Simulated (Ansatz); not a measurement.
# C₂H₂O₄: how energies converge with the basis set

One table from this session's results is given with a row withheld; the runs are named, their logs left out.

Computed with Ansatz 0.2.0, Gaussian basis. Level: one geometry, several basis sets.

Levels to be run: PBE0-D4/def2-SVP; ωB97M-V/def2-SVP; PBE0-D4/def2-QZVPP; ωB97M-V/def2-QZVPP; the functionals' def2-TZVPP values are taken from earlier runs.

## Structure used throughout

An earlier PBE0-D4 in a triple-zeta def2 set relaxation fixed the geometry.

SMILES `O=C(O)C(=O)O`, 8 atoms, charge 0, spin multiplicity 1.

Atoms are counted from 1 here; the program's logs count them from 0.

Bond lengths: O1–C2 1.194 Å, C2–O3 1.328 Å, C2–C4 1.536 Å, O3–H7 0.968 Å, C4–O5 1.194 Å, C4–O6 1.328 Å, O6–H8 0.968 Å. Angles: O1–C2–O3 125.5°, O1–C2–C4 124.1°, O3–C2–C4 110.4°, C2–O3–H7 106.9°, C2–C4–O5 124.1°, C2–C4–O6 110.4°, O5–C4–O6 125.5°, C4–O6–H8 106.9°.

The first run:

The input, in.yaml:

```yaml
crystal:
  periodic: [false, false, false]
  atoms:
    - {symbol: O, position_ang: [0.468640, -1.291009, 1.083060]}
    - {symbol: C, position_ang: [0.571442, -0.488414, 0.204476]}
    - {symbol: O, position_ang: [1.653187, -0.295240, -0.542096]}
    - {symbol: C, position_ang: [-0.548877, 0.473132, -0.219399]}
    - {symbol: O, position_ang: [-0.447956, 1.271905, -1.101678]}
    - {symbol: O, position_ang: [-1.628555, 0.284155, 0.531228]}
    - {symbol: H, position_ang: [2.322954, -0.922866, -0.234705]}
    - {symbol: H, position_ang: [-2.298637, 0.911138, 0.223214]}
basis:
  gaussian: {orbitals: def2-SVP}
hamiltonian: {xc: pbe0, dispersion: d4}
output: {orbitals: {seedname: orbitals}}
```

Command:

```
> ansatz run in.yaml --threads 4 --pin off --events-out ev --progress --plain --max-ram 10444MiB
```

Among the steps run: PBE0-D4 in def2-SVP; ωB97M-V in def2-SVP; PBE0-D4 in def2-QZVPP; ωB97M-V in def2-QZVPP.

One of the session's tables, all rows but one given; the rest of the session is left out.

It belongs to the step «Functionals by basis». 

```
functional       basis  HOMO (eV)  LUMO (eV)
   PBE0-D4    def2-SVP      -8.05      -1.73
   PBE0-D4  def2-TZVPP          ?          ?
   PBE0-D4  def2-QZVPP      -8.30      -2.09
   ωB97M-V    def2-SVP     -10.43       0.67
   ωB97M-V  def2-TZVPP     -10.67       0.33
   ωB97M-V  def2-QZVPP     -10.72       0.24
```

Estimate the missing values for PBE0-D4, def2-TZVPP.

The run gave: HOMO (eV): -8.25; LUMO (eV): -2.01. In the column «HOMO (eV)» it lies between PBE0-D4, def2-QZVPP (-8.30) and PBE0-D4, def2-SVP (-8.05).
